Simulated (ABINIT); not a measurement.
Crystal: TiC.

```
CELL_PARAMETERS angstrom
0.00000 2.16572 2.16572
2.16572 0.00000 2.16572
2.16572 2.16572 0.00000
ATOMIC_POSITIONS crystal
Ti 0.00000 0.00000 0.00000
C 0.50000 0.50000 0.50000
```

The cell is a database's computed one.

```yaml
Program: ABINIT 10.8.3 (patched build)
Task: relaxation of cell and atoms
Functional: LDA
Potentials_or_basis: PseudoDojo NC SR LDA v0.4.1 standard
Cutoff: 1143 eV
k_mesh: 8 × 8 × 8
Occupations: fermi-dirac, width 0.05 eV
Spin: no spin polarisation
```

At the start: pressure -12.2 GPa; volume 10.16 Å³/atom.

How do energy, volume and symmetry change on relaxing?

Over 4 steps the energy falls by 18.9 meV/atom and the volume is 9.68 Å³/atom (-4.7 %); space group Fm-3m (No. 225, to 0.05 Å).

Step by step:
| step | energy change (eV) | largest force (eV/Å) | pressure (GPa) | volume (Å³) |
| --- | --- | --- | --- | --- |
| 1 | 0.0000 | 0.0000 | -12.25 | 20.32 |
| 2 | -0.0360 | 0.0000 | -2.79 | 19.56 |
| 3 | -0.0377 | 0.0000 | 0.16 | 19.36 |
| 4 | -0.0377 | 0.0000 | 0.00 | 19.37 |

Final structure:
```cif
data_structure
_symmetry_space_group_name_H-M 'P 1'
_symmetry_Int_Tables_number 1
_cell_length_a 3.0144
_cell_length_b 3.0144
_cell_length_c 3.0144
_cell_angle_alpha 60.000
_cell_angle_beta 60.000
_cell_angle_gamma 60.000
_cell_volume 19.37
loop_
_atom_site_label
_atom_site_type_symbol
_atom_site_fract_x
_atom_site_fract_y
_atom_site_fract_z
_atom_site_occupancy
Ti1 Ti 0.00000 0.00000 0.00000 1
C1 C 0.50000 0.50000 0.50000 1
```
